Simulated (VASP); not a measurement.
A calculation with VASP 6.6.1 of TaN (native input, structure from a POSCAR):

The input INCAR:

```
SYSTEM = TaN
ALGO = Fast
EDIFF = 1E-6
ENCUT = 520
GGA = PE
ISIF = 2
ISMEAR = 0
LASPH = .True.
LCHARG = .True.
LELF = .True.
LREAL = .False.
LVHAR = .True.
LWAVE = .False.
NELM = 80
PREC = Accurate
SIGMA = 0.02
```

Contents of KPOINTS:

```
k-points
0
Gamma
  10 10 9
  0 0 0
```

The input POSCAR:

```
TaN
2.938
    1.000000000000      0.000000000000      0.000000000000
   -0.500000000000      0.866025403778      0.000000000000
    0.000000000000      0.000000000000      0.981279782165
Ta N
1 1
Direct
    0.0000000000      0.0000000000      0.5000000000
    0.6666666667      0.3333333333      0.0000000000
```

Potentials or basis: VASP PAW PBE potentials, release 64 (Ta_pv, N).

Launch:

```bash
$ cat potpaw_PBE.64/Ta_pv/POTCAR potpaw_PBE.64/N/POTCAR > POTCAR
$ mpirun -np 1 vasp_std > vasp.out
```

Write the same calculation in another form: ASE script, structure by space group and Wyckoff sites.

As run:

Contents of run.py:

```python
from ase.calculators.vasp import Vasp
from ase.dft.bandgap import bandgap
from ase.spacegroup import crystal

atoms = crystal(
    ['Ta', 'N'],
    basis=[[0.0, 0.0, 0.5], [0.6666666667, 0.3333333333, 0.0]],
    spacegroup=187,
    setting=1,
    cellpar=[2.938, 2.938, 2.883, 90.0, 90.0, 120.0],
    primitive_cell=True,
)
calc = Vasp(
    directory='calc',
    xc='pbe',
    pp='PBE',
    setups='materialsproject',
    prec='Accurate',
    encut=520,
    ediff=1e-07,
    ismear=0,
    sigma=0.02,
    lreal=False,
    lasph=True,
    nelm=100,
    algo='Normal',
    isif=2,
    lwave=False,
    lcharg=True,
    lelf=True,
    lvhar=True,
    kpts=[10, 10, 9],
    gamma=True,
)
atoms.calc = calc

print('energy (eV):', atoms.get_potential_energy())
print('free energy (eV):', atoms.get_potential_energy(force_consistent=True))
print('forces (eV/A):')
print(atoms.get_forces())
print('stress (eV/A^3, Voigt):', atoms.get_stress())
print('Fermi level (eV):', calc.get_fermi_level())
gap, top, bottom = bandgap(calc)
print('band gap (eV):', gap, 'from (spin, k, band)', top, 'to', bottom)
```

Potentials or basis: VASP PAW PBE potentials, release 64 (Ta_pv, N).

The run is started by

```console
$ python run.py
```

Both were run:

|  | native input, structure from a POSCAR | ASE script, structure by space group and Wyckoff sites |
| --- | --- | --- |
| Pressure | 5.4 GPa | 5.4 GPa |
| Band gap on the k mesh | none (metal or under the smearing width) | none (metal or under the smearing width) |

Keys that steer only the numerical path or the files written may differ.
